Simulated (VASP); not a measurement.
# PtSe2 (P-3m1) in VASP: notebook

Runs on PtSe2. Level: PBE+U. Tasks: single point.

Program: VASP 6.6.1. These are calculated values, not measurements. Logs are shortened: lines on timing, memory, paths and dates and some standing lists are left out, and cuts for length are marked.

### 1 Starting point

It takes space group P-3m1 (No. 164, trigonal). The conventional cell has a = 3.724 Å, b = 3.724 Å, c = 5.062 Å, α = 90.00°, β = 90.00°, γ = 120.00°. Pt (site symmetry -3m) is surrounded by 6 Se at 2.49 Å. Se (site symmetry 3m) has 3 Pt at 2.49 Å as nearest neighbours.

### 2 Single point, PBE+U, collinear spin, typed start

INCAR reads:

```
ALGO = Normal ; EDIFF = 1E-6
ENCUT = 520 ; GGA = PE
ISIF = 2 ; ISMEAR = 0
ISPIN = 2 ; LASPH = True
LCHARG = True ; LDAU = True
LDAUJ = 0.9 0 ; LDAUL = 2 -1
LDAUPRINT = 1 ; LDAUTYPE = 1
LDAUU = 5 0 ; LELF = True
LMAXMIX = 4 ; LORBIT = 11
LREAL = False ; LVHAR = True
LWAVE = False ; MAGMOM = 4 0 0
NBANDS = 22 ; NELM = 150
PREC = Accurate ; SIGMA = 0.05
```

KPOINTS reads:

```
k-points
0
Gamma
  6 6 4
```

POSCAR reads:

```
PtSe2
1.0
    3.7240002900      0.0000000000      0.0000000000
   -1.8620001500      3.2250788600      0.0000000000
    0.0000000000      0.0000000000      5.0619995800
Pt Se
1 2
Direct
    0.0000000000      0.0000000000      0.0000000000
    0.3333333333      0.6666666667      0.2500000000
    0.6666666667      0.3333333333      0.7500000000
```

Potentials or basis: VASP PAW PBE potentials, release 64 (Pt, Se).

Launch:

```console
$ cat potpaw_PBE.64/Pt/POTCAR potpaw_PBE.64/Se/POTCAR > POTCAR
$ mpirun -np 1 vasp_std > vasp.out
```

OUTCAR:

```text
EDIFF = 1E-6
   ENCUT = 520
   GGA = PE
   ISIF = 2
   ISMEAR = 0
   ISPIN = 2
   LASPH = True
   LORBIT = 11
   LREAL = False
   NELM = 150
   PREC = Accurate

 ion  position               nearest neighbor table
   1  0.000  0.000  0.000-   3 2.49   2 2.49   3 2.49   2 2.49   3 2.49   2 2.49
   2  0.333  0.667  0.250-   1 2.49   1 2.49   1 2.49
   3  0.667  0.333  0.750-   1 2.49   1 2.49   1 2.49

  LATTYP: Found a hexagonal cell.
 ALAT       =     3.7240002900
 C/A-ratio  =     1.3592908662

  Lattice vectors:

 A1 = (   3.7240002900,   0.0000000000,   0.0000000000)
 A2 = (  -1.8620001500,   3.2250788600,   0.0000000000)
 A3 = (   0.0000000000,   0.0000000000,   5.0619995800)

Analysis of symmetry for initial positions (statically):
=====================================================================
 Subroutine PRICEL returns:
 Original cell was already a primitive cell.

 Routine SETGRP: Setting up the symmetry group for a
 hexagonal supercell.

 Subroutine GETGRP returns: Found 12 space group operations
 (whereof 12 operations were pure point group operations)
 out of a pool of 24 trial point group operations.

The static configuration has the point symmetry D_3d.

Analysis of symmetry for dynamics (positions and initial velocities):
=====================================================================
 Subroutine PRICEL returns:
 Original cell was already a primitive cell.

 Routine SETGRP: Setting up the symmetry group for a
 hexagonal supercell.

 Subroutine GETGRP returns: Found 12 space group operations
 (whereof 12 operations were pure point group operations)
 out of a pool of 24 trial point group operations.

The dynamic configuration has the point symmetry D_3d.

Analysis of structural, dynamic, and magnetic symmetry:
=====================================================================
 Subroutine PRICEL returns:
 Original cell was already a primitive cell.

 Routine SETGRP: Setting up the symmetry group for a
 hexagonal supercell.

 Subroutine GETGRP returns: Found 12 space group operations
 (whereof 12 operations were pure point group operations)
 out of a pool of 24 trial point group operations.

The overall configuration has the point symmetry D_3d.

 Subroutine INISYM returns: Found 12 space group operations
 (whereof 12 operations are pure point group operations),
 and found     1 'primitive' translations

----------------------------------------------------------------------------------------

                                     Primitive cell

  volume of cell :      60.7956

  direct lattice vectors                    reciprocal lattice vectors
     3.724000290  0.000000000  0.000000000     0.268528443  0.155034969  0.000000000
    -1.862000150  3.225078860  0.000000000     0.000000000  0.310069937  0.000000000
     0.000000000  0.000000000  5.061999580     0.000000000  0.000000000  0.197550392

  length of vectors
     3.724000290  3.724000297  5.061999580     0.310069938  0.310069937  0.197550392

  position of ions in fractional coordinates (direct lattice)
     0.000000000  0.000000000  0.000000000
     0.333333333  0.666666667  0.250000000
     0.666666667  0.333333333  0.750000000

  ion indices of the primitive-cell ions
   primitive index   ion index
                 1           1
                 2           2
                 3           3

----------------------------------------------------------------------------------------

 KPOINTS: k-points

Automatic generation of k-mesh.
 Grid dimensions read from file:
 generate k-points for:    6    6    4

 Generating k-lattice:

[... 73 lines left out ...]
   EMIN   =  10.00;   EMAX   =-10.00  energy-range for DOS
   EFERMI =   0.00;   METHOD = LEGACY
   ISMEAR =     0;   SIGMA  =   0.05  broadening in eV -4-tet -1-fermi 0-gaus
   EFERMI_NEDOS =   21; number of points for ismear=-14 and -15
   IALGO  =     38    algorithm
   IMIX   =      4    mixing-type and parameters
     AMIX     =   0.40;   BMIX     =  1.00
     AMIX_MAG =   1.60;   BMIX_MAG =  1.00
  volume/ion in A,a.u.               =      20.27       136.76
  Fermi-wavevector in a.u.,A,eV,Ry     =   1.166608  2.204570 18.517183  1.360975
  Thomas-Fermi vector in A             =   2.303119
   LORBIT       =     11    0 simple, 1 ext, 2 COOP (PROOUT), +10 PAW based schemes
 LDA+U is selected, type is set to LDAUTYPE =  1
   angular momentum for each species LDAUL =     2   -1
   U (eV)           for each species LDAUU =   5.0  0.0
   J (eV)           for each species LDAUJ =   0.9  0.0
   GGA     = PE    functional components
   LHFCALC =     F    Hartree Fock is set to
   AEXX    =    0.0000 exact exchange contribution
   IVDW    =     0    specifies the selected vdW correction
   LEPSILON=     F    determine dielectric tensor
   LRPA    =     F    only Hartree local field effects (RPA)
 spin polarized calculation
 Gauss-broadening in eV      SIGMA  =   0.05
  energy-cutoff  :      520.00
  volume of cell :       60.80
 maximum number of plane-waves:      1654
   NGX = 13   NGY = 13   NGZ = 19

 number of electron      21.9999999 magnetization      -0.0020967

atom =   1  type =  1  l = 2

 onsite density matrix

spin component  1

  0.8508  0.0000  0.0000  0.1027  0.0000
  0.0000  0.7926  0.0000 -0.0000  0.1027
  0.0000  0.0000  0.9247  0.0000  0.0000
  0.1027 -0.0000  0.0000  0.7926 -0.0000
  0.0000  0.1027  0.0000 -0.0000  0.8508

spin component  2

  0.8508  0.0000  0.0000  0.1027  0.0000
  0.0000  0.7925  0.0000 -0.0000  0.1027
  0.0000  0.0000  0.9247  0.0000  0.0000
  0.1027 -0.0000  0.0000  0.7925 -0.0000
  0.0000  0.1027  0.0000 -0.0000  0.8508

 occupancies and eigenvectors

  o =  0.7149  v =  0.0000  0.0000  0.0000  0.0000  0.0000  0.5588 -0.2995 -0.0000 -0.7394  0.2264      0.0000  0.0000  0.0000  0.0000  0.0000  0.0000  0.0000  0.0000  0.0000  0.0000
  o =  0.7149  v =  0.0000  0.0000  0.0000  0.0000  0.0000  0.2264  0.7394  0.0000 -0.2995 -0.5588      0.0000  0.0000  0.0000  0.0000  0.0000  0.0000  0.0000  0.0000  0.0000  0.0000
  o =  0.7150  v =  0.5589 -0.2995 -0.0000 -0.7394  0.2264  0.0000  0.0000  0.0000  0.0000  0.0000      0.0000  0.0000  0.0000  0.0000  0.0000  0.0000  0.0000  0.0000  0.0000  0.0000
  o =  0.7150  v =  0.2264  0.7394  0.0000 -0.2995 -0.5589  0.0000  0.0000  0.0000  0.0000  0.0000      0.0000  0.0000  0.0000  0.0000  0.0000  0.0000  0.0000  0.0000  0.0000  0.0000
  o =  0.9247  v =  0.0000  0.0000 -1.0000  0.0000  0.0000  0.0000  0.0000  0.0000  0.0000  0.0000      0.0000  0.0000  0.0000  0.0000  0.0000  0.0000  0.0000  0.0000  0.0000  0.0000
  o =  0.9247  v =  0.0000  0.0000  0.0000  0.0000  0.0000  0.0000  0.0000 -1.0000  0.0000  0.0000      0.0000  0.0000  0.0000  0.0000  0.0000  0.0000  0.0000  0.0000  0.0000  0.0000
  o =  0.9284  v =  0.7394  0.2264  0.0000  0.5589  0.2995  0.0000  0.0000  0.0000  0.0000  0.0000      0.0000  0.0000  0.0000  0.0000  0.0000  0.0000  0.0000  0.0000  0.0000  0.0000
  o =  0.9284  v = -0.2995  0.5589  0.0000 -0.2264  0.7394  0.0000  0.0000  0.0000  0.0000  0.0000      0.0000  0.0000  0.0000  0.0000  0.0000  0.0000  0.0000  0.0000  0.0000  0.0000
  o =  0.9284  v =  0.0000  0.0000  0.0000  0.0000  0.0000  0.7394  0.2264  0.0000  0.5588  0.2995      0.0000  0.0000  0.0000  0.0000  0.0000  0.0000  0.0000  0.0000  0.0000  0.0000
  o =  0.9284  v =  0.0000  0.0000  0.0000  0.0000  0.0000 -0.2995  0.5588  0.0000 -0.2264  0.7394      0.0000  0.0000  0.0000  0.0000  0.0000  0.0000  0.0000  0.0000  0.0000  0.0000

 number of electron      21.9999999 magnetization       0.0004582

 Free energy of the ion-electron system (eV)
  ---------------------------------------------------
  ext. energy  EPLUGINS =         0.00000000
  ---------------------------------------------------
  free energy    TOTEN  =       -11.43822411 eV

  energy without entropy =      -11.43585852  energy(sigma->0) =      -11.43704132

 E-fermi :   6.3255     XC(G=0): -10.6114

 val. band max:        6.3169195753   @ k =   0.0000   0.1667   0.2500
 cond. band min:       6.3694791011   @ k =   0.0000   0.3333   0.2500
 fundamental gap:      0.0525595258
 Fermi energy:         6.3254987754

 spin component 1

 k-point     1 :       0.0000    0.0000    0.0000
  band No.  band energies     occupation
      1      -9.2219      1.00000
      2      -6.4329      1.00000
      3      -1.1099      1.00000
      4      -0.4214      1.00000
      5      -0.4214      1.00000
      6       1.4630      1.00000
[... 589 lines left out ...]
     21      17.6978      0.00000
     22      19.2390      0.00000
 Fermi energy:         6.3254987754

 spin component 2

 k-point     1 :       0.0000    0.0000    0.0000
  band No.  band energies     occupation
      1      -9.2219      1.00000
      2      -6.4329      1.00000
      3      -1.1098      1.00000
      4      -0.4210      1.00000
      5      -0.4210      1.00000
      6       1.4632      1.00000
[... 589 lines left out ...]
     21      17.6978      0.00000
     22      19.2391      0.00000

------------------------ aborting loop because EDIFF is reached ----------------------------------------

  FORCE on cell =-STRESS in cart. coord.  units (eV):
  Direction    XX          YY          ZZ          XY          YZ          ZX
  --------------------------------------------------------------------------------------
  -------------------------------------------------------------------------------------
  Total        1.8545762      1.8545762      1.6804563     -0.0000000     -0.0000000      0.0000000
  in kB       48.8745890     48.8745892     44.2859175     -0.0000001     -0.0000000      0.0000000
  external PRESSURE =      47.3450319 kB  Pullay stress =       0.0000000 kB

 VOLUME and BASIS-vectors are now :
 -----------------------------------------------------------------------------
  energy-cutoff  :      520.00
  volume of cell :       60.80
      direct lattice vectors                 reciprocal lattice vectors
     3.724000290  0.000000000  0.000000000     0.268528443  0.155034969  0.000000000
    -1.862000150  3.225078860  0.000000000     0.000000000  0.310069937  0.000000000
     0.000000000  0.000000000  5.061999580     0.000000000  0.000000000  0.197550392

 POSITION                                       TOTAL-FORCE (eV/Angst)
 -----------------------------------------------------------------------------------
      0.00000      0.00000      0.00000        -0.000000      0.000000      0.000000
     -0.00000      2.15005      1.26550        -0.000000     -0.000000      0.404690
      1.86200      1.07503      3.79650         0.000000      0.000000     -0.404690
 -----------------------------------------------------------------------------------
    total drift:                               -0.000000     -0.000000     -0.000000

  FREE ENERGIE OF THE ION-ELECTRON SYSTEM (eV)
  ---------------------------------------------------
  free  energy   TOTEN  =       -11.4382241131 eV

  energy  without entropy=      -11.4358585186  energy(sigma->0) =      -11.43704132

 total charge

# of ion       s       p       d       tot
------------------------------------------
    1        0.665   0.699   8.361   9.724
    2        1.487   2.232   0.065   3.783
    3        1.487   2.232   0.065   3.783
--------------------------------------------------
tot          3.638   5.162   8.491  17.291

 magnetization (x)

# of ion       s       p       d       tot
------------------------------------------
    1        0.000  -0.000   0.000   0.000
    2        0.000  -0.000   0.000   0.000
    3        0.000  -0.000   0.000   0.000
--------------------------------------------------
tot          0.000  -0.000   0.000   0.000
```

It took 39 s on 1 thread of Intel Xeon 6975P-C (Granite Rapids), shared host; peak memory 0.22 GiB.

What came out:

- Free energy: -11.4382 eV
- Pressure: 4.7 GPa
- Largest force: 0.405 eV/Å
- Band gap on the k mesh: none (metal or under the smearing width)
- Net moment: 0.00 μB per cell
- Valence electrons inside the program's atomic spheres: Pt 9.72; Se 3.78

Forces on the atoms (eV/Å):
```
Pt   0.000  0.000  0.000
Se   0.000  0.000  0.405
Se   0.000  0.000 -0.405
```

Stress tensor (GPa, compression positive):
```
4.89 0.00 0.00
0.00 4.89 0.00
0.00 0.00 4.43
```

Eigenvalues of the final occupation matrices:
```tsv
site	spin	trace	eigenvalues
site 1 d	1	4.21	0.71 0.71 0.92 0.93 0.93
site 1 d	2	4.21	0.71 0.71 0.92 0.93 0.93
```

### 3 Single point, PBE+U, collinear spin, zero start

INCAR reads:

```
PREC     = Accurate       # precision mode
ENCUT    = 520            # plane-wave cutoff, eV
EDIFF    = 1E-6           # SCF threshold, eV
ISMEAR   = 0              # smearing method
SIGMA    = 0.05           # smearing width, eV
LREAL    = False          # projectors in reciprocal space
LASPH    = True           # aspherical terms in the spheres
NELM     = 150            # most SCF steps
ALGO     = Normal         # electronic algorithm
ISIF     = 2              # what is computed and relaxed
LWAVE    = False          # write WAVECAR
LCHARG   = False          # write CHGCAR
ISPIN    = 2              # spin polarisation
MAGMOM   = 0 0 0          # initial moments
LORBIT   = 11             # projections on sites
LMAXMIX  = 4              # l up to which the mixer works
LDAU     = True           # DFT+U
LDAUTYPE = 1            
LDAUL    = 2 -1           # shell
LDAUU    = 5 0            # U, eV
LDAUJ    = 0.9 0        
LDAUPRINT= 1            
GGA      = PE             # functional
NBANDS   = 22             # bands
```

KPOINTS reads:

```
Automatic mesh
0
Gamma
  6 6 4
```

POSCAR is that of step 2.

Potentials or basis: VASP PAW PBE potentials, release 64 (Pt, Se).

Launch:

```console
$ cat potpaw_PBE.64/Pt/POTCAR potpaw_PBE.64/Se/POTCAR > POTCAR
$ mpirun -np 1 vasp_std > vasp.out
```

It took 28 s on 1 thread of Intel Xeon 6975P-C (Granite Rapids), shared host; peak memory 0.21 GiB.

It converged, with:

```yaml
Free_energy: -11.4382 eV
Pressure: 4.7 GPa
Largest_force: 0.405 eV/Å
Band_gap_on_the_k_mesh: none (metal or under the smearing width)
Net_moment: 0.00 μB per cell
Valence_electrons_inside_the_program's_atomic_spheres: Pt 9.72; Se 3.78
```

Forces on the atoms (eV/Å):
```
Pt   0.000  0.000  0.000
Se   0.000  0.000  0.405
Se   0.000  0.000 -0.405
```

Stress tensor (GPa, compression positive):
```
4.89 0.00 0.00
0.00 4.89 0.00
0.00 0.00 4.43
```

Levels at points of the mesh, in eV from the Fermi level:
Spin up:
```tsv
k point	band 9	band 10	band 11	band 12	band 13	band 14
(0.00, 0.00, 0.00)	-0.90	-0.90	0.53	1.43	1.43	3.83
(0.50, 0.00, 0.00)	-3.58	-3.36	-3.21	0.63	2.36	4.79
(0.00, 0.00, 0.50)	-1.87	-1.35	-1.35	2.29	2.29	5.07
(0.50, 0.00, 0.50)	-3.81	-2.65	-1.22	0.97	1.51	4.73
```
Spin down:
```csv
k point,band 7,band 8,band 9,band 10,band 11,band 12,band 13,band 14,band 15,band 16
"(0.00, 0.00, 0.00)",-4.86,-3.12,-0.90,-0.90,0.53,1.43,1.43,3.83,4.39,7.54
"(0.50, 0.00, 0.00)",-4.27,-4.05,-3.58,-3.36,-3.21,0.63,2.36,4.79,6.08,7.14
"(0.00, 0.00, 0.50)",-4.90,-2.83,-1.87,-1.35,-1.35,2.29,2.29,5.07,6.40,7.04
"(0.50, 0.00, 0.50)",-4.53,-4.27,-3.81,-2.65,-1.22,0.97,1.51,4.73,4.98,7.36
```

Eigenvalues of the final occupation matrices:
| site | spin | trace | eigenvalues |
| --- | --- | --- | --- |
| site 1 d | 1 | 4.21 | 0.71 0.71 0.92 0.93 0.93 |
| site 1 d | 2 | 4.21 | 0.71 0.71 0.92 0.93 0.93 |
